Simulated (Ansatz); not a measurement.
# Li: the cost of one run

Method: DFT PBE, scalar-relativistic, in Ansatz 0.2.0.

**1. The starting structure**

Symmetry: Fm-3m, No. 225, cubic system. Conventional cell: a = 4.404 Å, b = 4.404 Å, c = 4.404 Å, α = 90.00°, β = 90.00°, γ = 90.00°. Around Li (site symmetry m-3m) lie 12 Li at 3.11 Å.

As a file:

```cif
data_structure
_symmetry_space_group_name_H-M 'Fm-3m'
_symmetry_Int_Tables_number 225
_cell_length_a 4.4040
_cell_length_b 4.4040
_cell_length_c 4.4040
_cell_angle_alpha 90.000
_cell_angle_beta 90.000
_cell_angle_gamma 90.000
_cell_volume 85.42
loop_
_atom_site_label
_atom_site_type_symbol
_atom_site_symmetry_multiplicity
_atom_site_Wyckoff_symbol
_atom_site_fract_x
_atom_site_fract_y
_atom_site_fract_z
_atom_site_occupancy
Li1 Li 4 a 0.00000 0.00000 0.00000 1
```

The file gives the conventional cell by its symmetry; the runs use the cell typed in the input.

**2. The deformed structure**

Space group Fm-3m before, I4/mmm after.

**3. Full-potential LAPW**

File input.yaml:

```yaml
crystal:
  lattice:
    - [0.0, 2.202, 2.13594]
    - [2.202, 0.0, 2.13594]
    - [2.202, 2.202, 0.0]
  atoms:
    - { symbol: Li, position: [0.0, 0.0, 0.0] }
kpoints:
  mp_grid: { grid: [13, 13, 13] }
  band_path:
    path:
      - [0.0, 0.0, 0.0]
      - [0.0, 0.5, 0.5]
      - [0.25, 0.75, 0.5]
      - [0.0, 0.5, 0.0]
      - [0.0, 0.0, 0.0]
      - [0.5, 0.5, 0.0]
      - [0.3828515251, 0.6171484749, 0.0]
      - [-0.3828515251, 0.3828515251, 0.0]
      - [0.0, 0.0, 0.0]
    npoints: 5
scf:
  occupations: { method: fermi_dirac, width: 0.08 }
hamiltonian:
  xc: pbe
  pseudopotentials: { kind: all_electron, lapw: { basis_error: 0.00025 } }
output:
  forces: true
  stress: true
  eigenvalues: true
```

Run with:

```sh
$ ansatz run input.yaml --threads 1 --pin off --max-ram 3072MiB --backend cpu --events-out ev --progress --plain --runs-dir out
```

Q: Estimate wall time and peak memory on 1 thread of Intel Xeon 6975P-C (Granite Rapids), shared host.

About 1.9 s, with a peak of 0.25 GiB.
